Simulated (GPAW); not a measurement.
A calculation with GPAW 26.7.0 of GaP (native input, structure from a P1 CIF):

The input run.py:

```python
from ase.io import read
from gpaw import PW
from gpaw.dft import DFT

atoms = read('GaP.cif')

dft = DFT(atoms,
          mode=PW(600),
          xc='PBE',
          kpts={'size': (8, 8, 9), 'gamma': True},
          occupations={'name': 'fermi-dirac', 'width': 0.05},
          nbands=11,
          convergence={'density': 1e-05, 'energy': 1e-05},
          maxiter=150,
          txt='gpaw.txt')
print(f'Energy: {dft.calculate_energy():.6f} eV')
print('Forces (eV/A):')
print(dft.calculate_forces().round(4))
print('Stress (eV/A^3):', dft.calculate_stress().round(6))
dft.write_gpw_file('gs.gpw')
```

Contents of GaP.cif:

```cif
data_GaP
_cell_length_a 3.45666000
_cell_length_b 3.45666000
_cell_length_c 2.80256000
_cell_angle_alpha 90.00000000
_cell_angle_beta 90.00000000
_cell_angle_gamma 90.00000000
_space_group_name_H-M_alt 'P1'
_space_group_name_Hall 'P 1'
_space_group_IT_number 1
loop_
_space_group_symop_operation_xyz
'x,y,z'
loop_
_atom_site_label
_atom_site_type_symbol
_atom_site_symmetry_multiplicity
_atom_site_Wyckoff_symbol
_atom_site_fract_x
_atom_site_fract_y
_atom_site_fract_z
_atom_site_occupancy
Ga1 Ga 1 a 0.0000000000 0.0000000000 0.0000000000 1
P1 P 1 a 0.5000000000 0.5000000000 0.5000000000 1
```

Potentials or basis: GPAW PAW data sets (gpaw-data 1.2.1), pw.

Command:

```console
$ OMP_NUM_THREADS=1 python run.py
```

The cell was built by a generator and needn't be a form met in nature.

**Question.** Write the same calculation in another form: ASE script, structure typed inline.

**Answer.** As run:

run.py

```python
from ase import Atoms
from ase.dft.bandgap import bandgap
from ase.io import write
from ase.units import Bohr, GPa
from gpaw import GPAW, PW
from gpaw.elf import elf_from_dft_calculation

atoms = Atoms(['Ga', 'P'],
              cell=[[3.45666, 0.0, 0.0],
                    [0.0, 3.45666, 0.0],
                    [0.0, 0.0, 2.80256]],
              scaled_positions=[[0.0, 0.0, 0.0],
                                [0.5, 0.5, 0.5]],
              pbc=True)

calc = GPAW(mode=PW(600),
            xc='PBE',
            kpts={'size': (8, 8, 9), 'gamma': True},
            occupations={'name': 'fermi-dirac', 'width': 0.05},
            nbands=11,
            convergence={'density': 1e-05, 'energy': 1e-05},
            maxiter=150,
            txt='gpaw.txt')
atoms.calc = calc
energy = atoms.get_potential_energy()
forces = atoms.get_forces()
stress = atoms.get_stress()
calc.write('gs.gpw')
write('result.traj', atoms)
print(f'Energy: {energy:.6f} eV')
print('Forces (eV/A):')
print(forces.round(4))
print('Stress (GPa):', (stress / GPa).round(3))
print('Fermi level:', round(calc.get_fermi_level(), 4), 'eV')
print(f'Gap: {bandgap(calc)[0]:.4f} eV, direct: {bandgap(calc, direct=True)[0]:.4f} eV')

# fields on the real-space grid
write('density.cube', atoms, data=calc.get_pseudo_density() * Bohr**3)
write('potential.cube', atoms, data=calc.get_electrostatic_potential())
write('elf.cube', atoms, data=elf_from_dft_calculation(calc).data)
```

Potentials or basis: GPAW PAW data sets (gpaw-data 1.2.1), pw.

Launch:

```console
$ OMP_NUM_THREADS=1 python run.py
```

Both were run:

|  | native input, structure from a P1 CIF | ASE script, structure typed inline |
| --- | --- | --- |
| Pressure | -0.2 GPa | -0.2 GPa |
| Band gap on the k mesh | none (metal or under the smearing width) | none (metal or under the smearing width) |

Keys that steer only the numerical path or the files written may differ.
